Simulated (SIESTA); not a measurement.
The system is Si2Mo.

```
Mo Si
1.0
    -1.60000    1.60000    3.93050
     1.60000   -1.60000    3.93050
     1.60000    1.60000   -3.93050
Mo Si
1 2
Direct
  0.00000 0.00000 0.00000
  0.66700 0.66700 0.00000
  0.33300 0.33300 0.00000
```

Base run:

```yaml
Program: SIESTA 5.4.2
Functional: RPBE
Potentials_or_basis: PseudoDojo 0.4 standard (PBE files)
Basis: DZP (energy shift 0.002 Ry; radii capped at 9.5 bohr)
Grid_cutoff: 800 Ry
Energy_shift: 0.002 Ry
k_mesh: 12 × 12 × 12
Occupations: fermi-dirac, width 0.05 eV
Spin: no spin polarisation
```

Its results: band gap on the k mesh none (metal or under the smearing width); pressure 4.1 GPa; largest force 0.250 eV/Å.

Q: The run is repeated on the same cell with these changes: functional from RPBE to PBE; basis from DZP (energy shift 0.002 Ry; radii capped at 9.5 bohr) to TZP (energy shift 0.002 Ry). What comes out?

A: Band gap on the k mesh none (metal or under the smearing width); pressure 2.4 GPa; largest force 0.292 eV/Å.

Several settings changed at once, so the effect can't be laid on one alone.

Caveats: semicore shells carry a single zeta, which can move pressures by several GPa and volumes by a few percent; the basis of atomic orbitals isn't converged, which shifts pressures, moduli and gaps; the potentials were made for another functional, which shifts forces and pressure (some runs).
